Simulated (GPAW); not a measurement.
# TePb (Fm-3m) in GPAW: notebook

One crystal, TePb, is run at these levels: revPBE+D4, BLYP+D3(BJ), BLYP+D4; tasks: relaxation of cell and atoms.

All numbers are computed with GPAW 26.7.0; they aren't measurements. Logs are shortened: lines on timing, memory, paths and dates and some standing lists are left out, and cuts for length are marked. The log counts tension as positive stress, the text compression.

### 1 The crystal as given

The structure is cubic, space group Fm-3m (No. 225). The conventional cell has a = 6.462 Å, b = 6.462 Å, c = 6.462 Å, α = 90.00°, β = 90.00°, γ = 90.00°. Pb (site symmetry m-3m) has 6 Te at 3.23 Å as nearest neighbours. Around Te (site symmetry m-3m) lie 6 Pb at 3.23 Å.

### 2 Relaxation of cell and atoms, revPBE+D4, target pressure 20 GPa, at which the enthalpy is minimised

The input, run.py:

```python
from ase.calculators.mixing import SumCalculator
from ase.filters import FrechetCellFilter
from ase.io import read, write
from ase.optimize import LBFGS
from ase.units import GPa
from dftd4.ase import DFTD4
from gpaw import GPAW, PW

atoms = read('TePb.xyz')

calc = GPAW(mode=PW(600),
            xc='revPBE',
            kpts={'size': (7, 7, 7), 'gamma': True},
            occupations={'name': 'fermi-dirac', 'width': 0.05},
            nbands=19,
            convergence={'density': 1e-05, 'forces': 0.0001},
            maxiter=150,
            txt='gpaw.txt')
atoms.calc = SumCalculator([calc, DFTD4(method='revpbe')])
opt = LBFGS(FrechetCellFilter(atoms, scalar_pressure=20 * GPa), trajectory='relax.traj', logfile='-')
done = opt.run(fmax=0.02, steps=40)
calc.write('gs.gpw')
write('result.traj', atoms)
print('Converged:', done)
print('Cell:', atoms.cell.cellpar().round(4))
print('Volume:', round(atoms.get_volume(), 4))
print(atoms.get_scaled_positions().round(5))
```

The input, TePb.xyz:

```xyz
2
Lattice="0.0000000000 3.2310000000 3.2310000000 3.2310000000 0.0000000000 3.2310000000 3.2310000000 3.2310000000 0.0000000000" Properties=species:S:1:pos:R:3 pbc="T T T"
Pb     0.0000000000      0.0000000000      0.0000000000
Te     3.2310000000      3.2310000000      3.2310000000
```

Potentials or basis: the program's PAW data sets (release 1.2.1) made for this functional, pw.

Launch:

```console
$ OMP_NUM_THREADS=1 python run.py
```

gpaw.txt:

```text
__  _  _
 | _ |_)|_||  |
 |__||  | ||/\| - 26.7.0

Input parameters:
  mode=PW(ecut=600.0),
  convergence={'density': 1e-05, 'forces': 0.0001},
  kpts=MonkhorstPack(size=(7, 7, 7), gamma=True),
  maxiter=150,
  nbands=19,
  occupations=Occupations(name='fermi-dirac', width=0.05),
  xc=XC(name='revPBE')

Diagonalizing LCAO Hamiltonian
Converting LCAO to pw mode

                 Te

       Pb

Atoms  # Å, Bohr magnetons
|   | symbol |        x |        y |        z |    initial magnetic moments |
|---|--------|----------|----------|----------|-----------------------------|
| 0 |     Pb | 0.000000 | 0.000000 | 0.000000 | ( 0.0000,  0.0000,  0.0000) |
| 1 |     Te | 3.231000 | 3.231000 | 3.231000 | ( 0.0000,  0.0000,  0.0000) |

Unit cell  # Å
| periodic |        x |        y |        z |  lengths |    angles |
|----------|----------|----------|----------|----------|-----------|
|      yes | 0.000000 | 3.231000 | 3.231000 | 4.569324 | 60.000000 |
|      yes | 3.231000 | 0.000000 | 3.231000 | 4.569324 | 60.000000 |
|      yes | 3.231000 | 3.231000 | 0.000000 | 4.569324 | 60.000000 |

Number of symmetries: 48
Symmetry operations  # r_c * U_cc + t_c -> r_c
|    | kind |            matrix            |
|----|------|------------------------------|
|  0 |  σ   |  1, 0, 0,  1, 0,-1,  1,-1, 0 |
|  1 |  C2  |  1, 0, 0,  1,-1, 0,  1, 0,-1 |
|  2 |  E   |  1, 0, 0,  0, 1, 0,  0, 0, 1 |
|  3 |  σ   |  1, 0, 0,  0, 0, 1,  0, 1, 0 |
|  4 |  C4  |  1, 0,-1,  1, 0, 0,  1,-1, 0 |
|  5 |  S6  |  1, 0,-1,  1,-1, 0,  1, 0, 0 |
|  6 |  σ   |  1, 0,-1,  0, 1,-1,  0, 0,-1 |
|  7 |  C3  |  1, 0,-1,  0, 0,-1,  0, 1,-1 |
|  8 |  S6  |  1,-1, 0,  1, 0, 0,  1, 0,-1 |
|  9 |  C4  |  1,-1, 0,  1, 0,-1,  1, 0, 0 |
| 10 |  C3  |  1,-1, 0,  0,-1, 1,  0,-1, 0 |
| 11 |  σ   |  1,-1, 0,  0,-1, 0,  0,-1, 1 |
| 12 |  σ   |  0, 1, 0,  1, 0, 0,  0, 0, 1 |
| 13 |  C4  |  0, 1, 0,  0, 1,-1, -1, 1, 0 |
| 14 |  C3  |  0, 1, 0,  0, 0, 1,  1, 0, 0 |
| 15 |  S6  |  0, 1, 0, -1, 1, 0,  0, 1,-1 |
| 16 |  C2  |  0, 1,-1,  1, 0,-1,  0, 0,-1 |
| 17 |  σ   |  0, 1,-1,  0, 1, 0, -1, 1, 0 |
| 18 |  S4  |  0, 1,-1,  0, 0,-1,  1, 0,-1 |
| 19 |  C4  |  0, 1,-1, -1, 1, 0,  0, 1, 0 |
| 20 |  C3  |  0, 0, 1,  1, 0, 0,  0, 1, 0 |
| 21 |  σ   |  0, 0, 1,  0, 1, 0,  1, 0, 0 |
| 22 |  S6  |  0, 0, 1,  0,-1, 1, -1, 0, 1 |
| 23 |  C4  |  0, 0, 1, -1, 0, 1,  0,-1, 1 |
| 24 |  S4  |  0, 0,-1,  1, 0,-1,  0, 1,-1 |
| 25 |  C3  |  0, 0,-1,  0, 1,-1,  1, 0,-1 |
| 26 |  C2  |  0, 0,-1,  0,-1, 0, -1, 0, 0 |
| 27 |  S6  |  0, 0,-1, -1, 0, 0,  0,-1, 0 |
| 28 |  S4  |  0,-1, 1,  1,-1, 0,  0,-1, 0 |
| 29 |  C4  |  0,-1, 1,  0, 0, 1, -1, 0, 1 |
| 30 |  C2  |  0,-1, 1,  0,-1, 0,  1,-1, 0 |
| 31 |  σ   |  0,-1, 1, -1, 0, 1,  0, 0, 1 |
| 32 |  C3  |  0,-1, 0,  1,-1, 0,  0,-1, 1 |
| 33 |  S6  |  0,-1, 0,  0, 0,-1, -1, 0, 0 |
[... 238 lines left out ...]
|      yes | 3.134812 | 0.000000 | 3.134812 | 4.433294 | 59.999992 |
|      yes | 3.134812 | 3.134812 | 0.000000 | 4.433294 | 59.999992 |
[... 213 lines left out ...]
Stress tensor  # eV/Ang^3
|         x |         y |         z |
|-----------|-----------|-----------|
| -0.051191 | -0.000000 | -0.000000 |
| -0.000000 | -0.051191 | -0.000000 |
| -0.000000 | -0.000000 | -0.051191 |

Forces  # eV/Ang
|        x |        y |        z |
|----------|----------|----------|
| -0.00000 |  0.00000 | -0.00000 |  # Pb   0
|  0.00000 | -0.00000 |  0.00000 |  # Te   1

Interpolating wave functions to new cell

                Te

       Pb

Atoms  # Å, Bohr magnetons
|   | symbol |         x |         y |         z |    initial magnetic moments |
|---|--------|-----------|-----------|-----------|-----------------------------|
| 0 |     Pb | -0.000000 | -0.000000 | -0.000000 | ( 0.0000,  0.0000,  0.0000) |
| 1 |     Te |  2.919611 |  2.919611 |  2.919611 | ( 0.0000,  0.0000,  0.0000) |

Unit cell  # Å
| periodic |        x |        y |        z |  lengths |    angles |
|----------|----------|----------|----------|----------|-----------|
|      yes | 0.000001 | 2.919611 | 2.919611 | 4.128953 | 59.999971 |
|      yes | 2.919611 | 0.000001 | 2.919611 | 4.128953 | 59.999971 |
|      yes | 2.919611 | 2.919611 | 0.000001 | 4.128953 | 59.999971 |
[... 215 lines left out ...]
Stress tensor  # eV/Ang^3
|         x |         y |         z |
|-----------|-----------|-----------|
| -0.191694 | -0.000000 | -0.000000 |
| -0.000000 | -0.191694 | -0.000000 |
| -0.000000 | -0.000000 | -0.191694 |

Forces  # eV/Ang
|        x |       y |        z |
|----------|---------|----------|
| -0.00000 | 0.00000 |  0.00000 |  # Pb   0
|  0.00000 | 0.00000 | -0.00000 |  # Te   1

Interpolating wave functions to new cell

                Te

       Pb

Atoms  # Å, Bohr magnetons
|   | symbol |        x |         y |         z |    initial magnetic moments |
|---|--------|----------|-----------|-----------|-----------------------------|
| 0 |     Pb | 0.000000 | -0.000000 | -0.000000 | ( 0.0000,  0.0000,  0.0000) |
| 1 |     Te | 2.964885 |  2.964885 |  2.964885 | ( 0.0000,  0.0000,  0.0000) |

Unit cell  # Å
| periodic |        x |        y |        z |  lengths |    angles |
|----------|----------|----------|----------|----------|-----------|
|      yes | 0.000001 | 2.964885 | 2.964885 | 4.192980 | 59.999971 |
|      yes | 2.964885 | 0.000001 | 2.964885 | 4.192980 | 59.999971 |
|      yes | 2.964885 | 2.964885 | 0.000001 | 4.192980 | 59.999971 |
[... 213 lines left out ...]
Stress tensor  # eV/Ang^3
|         x |         y |         z |
|-----------|-----------|-----------|
| -0.151496 | -0.000000 | -0.000000 |
| -0.000000 | -0.151496 | -0.000000 |
| -0.000000 | -0.000000 | -0.151496 |

Forces  # eV/Ang
|       x |       y |        z |
|---------|---------|----------|
| 0.00000 | 0.00000 | -0.00000 |  # Pb   0
| 0.00000 | 0.00000 |  0.00000 |  # Te   1

Interpolating wave functions to new cell

                Te

       Pb

Atoms  # Å, Bohr magnetons
|   | symbol |        x |         y |         z |    initial magnetic moments |
|---|--------|----------|-----------|-----------|-----------------------------|
| 0 |     Pb | 0.000000 | -0.000000 | -0.000000 | ( 0.0000,  0.0000,  0.0000) |
| 1 |     Te | 2.959141 |  2.959141 |  2.959141 | ( 0.0000,  0.0000,  0.0000) |

Unit cell  # Å
| periodic |        x |        y |        z |  lengths |    angles |
|----------|----------|----------|----------|----------|-----------|
|      yes | 0.000002 | 2.959140 | 2.959140 | 4.184856 | 59.999965 |
|      yes | 2.959140 | 0.000002 | 2.959140 | 4.184856 | 59.999965 |
|      yes | 2.959140 | 2.959140 | 0.000002 | 4.184856 | 59.999965 |
[... 211 lines left out ...]
Stress tensor  # eV/Ang^3
|         x |         y |         z |
|-----------|-----------|-----------|
| -0.156201 | -0.000000 | -0.000000 |
| -0.000000 | -0.156201 | -0.000000 |
| -0.000000 | -0.000000 | -0.156201 |

Forces  # eV/Ang
|       x |       y |       z |
|---------|---------|---------|
| 0.00000 | 0.00000 | 0.00000 |  # Pb   0
| 0.00000 | 0.00000 | 0.00000 |  # Te   1

# Writing to gs.gpw (mode='')
```

stdout:

```text
Step          Energy          fmax
LBFGS:    0       -0.063704        4.231136
LBFGS:    1       -0.719206        2.969314
LBFGS:    2       -1.224233        0.819849
LBFGS:    3       -1.256159        0.118227
LBFGS:    4       -1.256833        0.004254
Converged: True
Cell: [ 4.1849  4.1849  4.1849 60.     60.     60.    ]
Volume: 51.8235
[[0.  0.  0. ]
 [0.5 0.5 0.5]]
```

Wall time 2.4 min (1 thread of Arm Neoverse V1, shared host); peak memory 0.25 GiB.

What came out:

| Quantity | Value |
| --- | --- |
| Free energy | -7.7260 eV |
| Relaxed volume | 25.91 Å³/atom |
| Relaxed cell | a = 4.185 Å, b = 4.185 Å, c = 4.185 Å, α = 60.00°, β = 60.00°, γ = 60.00° |
| Space group after relaxing (to 0.05 Å) | Fm-3m (No. 225) |
| Energy change on relaxing (the enthalpy is what falls) | +379.3 meV/atom |
| Ionic steps | 5 |
| Pressure after relaxing | 20.0 GPa |
| Dispersion energy per atom | -0.845 eV |

The path:
| step | energy change (eV) | largest force (eV/Å) | pressure (GPa) | volume (Å³) |
| --- | --- | --- | --- | --- |
| 1 | 0.0000 | 0.0000 | -0.10 | 67.46 |
| 2 | 0.0744 | 0.0000 | 4.56 | 61.61 |
| 3 | 1.0471 | 0.0000 | 25.28 | 49.77 |
| 4 | 0.7216 | 0.0000 | 19.27 | 52.13 |
| 5 | 0.7587 | 0.0000 | 19.97 | 51.82 |

Final structure:
```xyz
2
Lattice="0.0000 2.9591 2.9591 2.9591 0.0000 2.9591 2.9591 2.9591 0.0000" Properties=species:S:1:pos:R:3 pbc="T T T"
Pb    0.0000    0.0000    0.0000
Te    2.9591    2.9591    2.9591
```

Caveat: this odd mesh misses L, where the gap lies, so gap, dielectric constants and Born charges aren't listed; later steps reuse the first step's grids; the volume moved by over 15 % at a fixed basis, so the end points are rough. Spin-orbit coupling is left out, which matters for the levels of Pb, Te.

### 3 Relaxation of cell and atoms, BLYP+D3(BJ)

The input, run.py:

```python
from ase.calculators.mixing import SumCalculator
from ase.filters import FrechetCellFilter
from ase.io import read, write
from ase.optimize import FIRE
from dftd3.ase import DFTD3
from gpaw import GPAW, PW, setup_paths

setup_paths.insert(0, '.')

atoms = read('TePb.xyz')

calc = GPAW(mode=PW(600),
            xc='BLYP',
            kpts={'size': (7, 7, 7), 'gamma': True},
            occupations={'name': 'fermi-dirac', 'width': 0.05},
            nbands=19,
            convergence={'density': 1e-05, 'forces': 0.0001},
            eigensolver='davidson',
            maxiter=150,
            txt='gpaw.txt')
atoms.calc = SumCalculator([calc, DFTD3(method='blyp', damping='d3bj')])
opt = FIRE(FrechetCellFilter(atoms), trajectory='relax.traj', logfile='-')
done = opt.run(fmax=0.02, steps=100)
calc.write('gs.gpw')
write('result.traj', atoms)
print('Converged:', done)
print('Cell:', atoms.cell.cellpar().round(4))
print('Volume:', round(atoms.get_volume(), 4))
print(atoms.get_scaled_positions().round(5))
```

TePb.xyz is that of step 2.

Potentials or basis: PAW data sets generated in the run's folder for this functional, pw.

Launch:

```console
$ gpaw-setup -f BLYP Pb Te
$ OMP_NUM_THREADS=1 python run.py
```

Wall time 66 s (1 thread of Arm Neoverse V1, shared host); peak memory 0.21 GiB.

Results (log left out):

```
Free energy                            : -8.4707 eV
Relaxed volume                         : 33.89 Å³/atom
Relaxed cell                           : a = 4.577 Å, b = 4.577 Å, c = 4.577 Å, α = 60.00°, β = 60.00°, γ = 60.00°
Space group after relaxing (to 0.05 Å) : Fm-3m (No. 225)
Energy gained by relaxing              : 0.2 meV/atom
Ionic steps                            : 4
Pressure after relaxing                : 0.1 GPa
Dispersion energy per atom             : -0.956 eV
```

The path:
| step | energy change (eV) | largest force (eV/Å) | pressure (GPa) | volume (Å³) |
| --- | --- | --- | --- | --- |
| 1 | 0.0000 | 0.0000 | 0.28 | 67.46 |
| 2 | -0.0001 | 0.0000 | 0.25 | 67.52 |
| 3 | -0.0003 | 0.0000 | 0.17 | 67.63 |
| 4 | -0.0004 | 0.0000 | 0.08 | 67.78 |

Final structure:
```cif
data_structure
_symmetry_space_group_name_H-M 'P 1'
_symmetry_Int_Tables_number 1
_cell_length_a 4.5766
_cell_length_b 4.5766
_cell_length_c 4.5766
_cell_angle_alpha 60.000
_cell_angle_beta 60.000
_cell_angle_gamma 60.000
_cell_volume 67.78
loop_
_atom_site_label
_atom_site_type_symbol
_atom_site_fract_x
_atom_site_fract_y
_atom_site_fract_z
_atom_site_occupancy
Pb1 Pb 0.00000 0.00000 0.00000 1
Te1 Te 0.50000 0.50000 0.50000 1
```

Levels at points of the mesh, in eV from the Fermi level:
```tsv
k point	band 7	band 8	band 9	band 10	band 11	band 12	band 13	band 14
(0.00, 0.00, 0.00)	-6.18	-1.81	-1.81	-1.81	3.51	3.51	3.51	5.61
```

Caveat: this odd mesh misses L, where the gap lies, so gap, dielectric constants and Born charges aren't listed; later steps reuse the first step's grids. The run has no spin-orbit coupling, so splittings on Pb, Te are missing.

### 4 Relaxation of cell and atoms, BLYP+D4, target pressure 1 GPa, at which the enthalpy is minimised

Edit run.py of step 3 so:

```diff
@@ -3,4 +3,5 @@
 from ase.io import read, write
-from ase.optimize import FIRE
-from dftd3.ase import DFTD3
+from ase.optimize import BFGS
+from ase.units import GPa
+from dftd4.ase import DFTD4
 from gpaw import GPAW, PW, setup_paths
@@ -9,3 +10,3 @@
 
-atoms = read('TePb.xyz')
+atoms = read('POSCAR')
 
@@ -20,4 +21,4 @@
             txt='gpaw.txt')
-atoms.calc = SumCalculator([calc, DFTD3(method='blyp', damping='d3bj')])
-opt = FIRE(FrechetCellFilter(atoms), trajectory='relax.traj', logfile='-')
+atoms.calc = SumCalculator([calc, DFTD4(method='blyp')])
+opt = BFGS(FrechetCellFilter(atoms, scalar_pressure=1 * GPa), trajectory='relax.traj', logfile='-')
 done = opt.run(fmax=0.02, steps=100)
```

The input, POSCAR:

```
TePb
1.0
    0.0000000000      3.2310000000      3.2310000000
    3.2310000000      0.0000000000      3.2310000000
    3.2310000000      3.2310000000      0.0000000000
Pb Te
1 1
Direct
    0.0000000000      0.0000000000      0.0000000000
    0.5000000000      0.5000000000      0.5000000000
```

Potentials or basis: PAW data sets generated in the run's folder for this functional, pw.

Launch:

```console
$ gpaw-setup -f BLYP Pb Te
$ OMP_NUM_THREADS=1 python run.py
```

gpaw.txt:

```text
__  _  _
 | _ |_)|_||  |
 |__||  | ||/\| - 26.7.0

Input parameters:
  mode=PW(ecut=600.0),
  convergence={'density': 1e-05, 'forces': 0.0001},
  eigensolver=Davidson(niter=2),
  kpts=MonkhorstPack(size=(7, 7, 7), gamma=True),
  maxiter=150,
  nbands=19,
  occupations=Occupations(name='fermi-dirac', width=0.05),
  xc=XC(name='BLYP')

Diagonalizing LCAO Hamiltonian
Converting LCAO to pw mode

                 Te

       Pb

Atoms  # Å, Bohr magnetons
|   | symbol |        x |        y |        z |    initial magnetic moments |
|---|--------|----------|----------|----------|-----------------------------|
| 0 |     Pb | 0.000000 | 0.000000 | 0.000000 | ( 0.0000,  0.0000,  0.0000) |
| 1 |     Te | 3.231000 | 3.231000 | 3.231000 | ( 0.0000,  0.0000,  0.0000) |
[... 10 lines left out ...]
|    | kind |            matrix            |
|----|------|------------------------------|
[... 507 lines left out ...]
|   | symbol |        x |        y |        z |    initial magnetic moments |
|---|--------|----------|----------|----------|-----------------------------|
| 0 |     Pb | 0.000000 | 0.000000 | 0.000000 | ( 0.0000,  0.0000,  0.0000) |
| 1 |     Te | 3.238070 | 3.238070 | 3.238070 | ( 0.0000,  0.0000,  0.0000) |
[... 158 lines left out ...]
SCF iterations
|iter     | |      energy | eigst |  dens |force |
|---------|-|-------------|-------|-------|------|
|iter:   1| |   -6.564939 |       |       |      |
|iter:   2| |   -6.564620 | -4.47 | -2.38 |      |
|iter:   3| |   -6.562788c| -3.65 | -2.41 |      |
|iter:   4| |   -6.562700c| -5.20 | -3.02 |      |
|iter:   5| |   -6.562712c| -5.14 | -3.37 |      |
|iter:   6| |   -6.562716c| -5.83 | -3.88 |      |
|iter:   7| |   -6.562717c| -6.51 | -4.47 |      |
|iter:   8| |   -6.562717c| -6.96 | -4.90 |      |
|iter:   9| |   -6.562717c| -8.02c| -5.46c|      |
|iter:  10| |   -6.562717c| -8.07c| -5.78c|-22.64c|
[... 42 lines left out ...]
Gap: 1.077 eV
Transition (v -> c):
  (s=0, k=43, n=9, [0.43, 0.43, 0.43]) -> (s=0, k=25, n=10, [0.43, 0.00, 0.00])
Direct/indirect transitions are different
Direct gap: 1.077 eV
Transition at: (s=0, k=25, n=9, [0.43, 0.00, 0.00])

Stress tensor  # eV/Ang^3
|         x |         y |         z |
|-----------|-----------|-----------|
| -0.029392 |  0.000000 |  0.000000 |
|  0.000000 | -0.029392 |  0.000000 |
|  0.000000 |  0.000000 | -0.029392 |

Forces  # eV/Ang
|       x |       y |       z |
|---------|---------|---------|
| 0.00000 | 0.00000 | 0.00000 |  # Pb   0
| 0.00000 | 0.00000 | 0.00000 |  # Te   1

# Writing to gs.gpw (mode='')
```

It took 92 s on 1 thread of Arm Neoverse V1, shared host; peak memory 0.24 GiB.

What came out:

- Free energy: -8.1831 eV
- Relaxed volume: 33.95 Å³/atom
- Relaxed cell: a = 4.579 Å, b = 4.579 Å, c = 4.579 Å, α = 60.00°, β = 60.00°, γ = 60.00°
- Space group after relaxing (to 0.05 Å): Fm-3m (No. 225)
- Energy change on relaxing (the enthalpy is what falls): -1.6 meV/atom
- Ionic steps: 3
- Pressure after relaxing: 1.0 GPa
- Dispersion energy per atom: -0.810 eV

Step by step:
| step | energy change (eV) | largest force (eV/Å) | pressure (GPa) | volume (Å³) |
| --- | --- | --- | --- | --- |
| 1 | 0.0000 | 0.0000 | 1.28 | 67.46 |
| 2 | -0.0007 | 0.0000 | 1.23 | 67.54 |
| 3 | -0.0032 | 0.0000 | 1.01 | 67.90 |

Final structure:
```xyz
2
Lattice="0.0000 3.2381 3.2381 3.2381 0.0000 3.2381 3.2381 3.2381 0.0000" Properties=species:S:1:pos:R:3 pbc="T T T"
Pb    0.0000    0.0000    0.0000
Te    3.2381    3.2381    3.2381
```

Caveat: this odd mesh misses L, where the gap lies, so gap, dielectric constants and Born charges aren't listed; later steps reuse the first step's grids.

### 5 Overview

```csv
level,potentials or basis,cell,optimizer,max steps,target pressure,eigensolver,pressure (GPa)
revPBE+D4,"the program's PAW data sets (release 1.2.1) made for this functional, pw",relaxed to 20 GPa,LBFGS,40,20 GPa,-,20.0
BLYP+D3(BJ),"PAW data sets generated in the run's folder for this functional, pw",relaxed,FIRE,100,-,davidson,0.1
BLYP+D4,"PAW data sets generated in the run's folder for this functional, pw",relaxed to 1 GPa,BFGS,100,1 GPa,davidson,1.0
```

Alike in all rows: task relaxation of cell and atoms; no spin polarisation; k mesh 7 × 7 × 7; cutoff (eV) 600; smearing fermi-dirac 0.05 eV.

Caveats: later steps reuse the first step's grids; the volume moved by over 15 % at a fixed basis, so the end points are rough (some runs).

Total energies depend on the potentials used, so only differences within one code and one set of settings carry meaning.
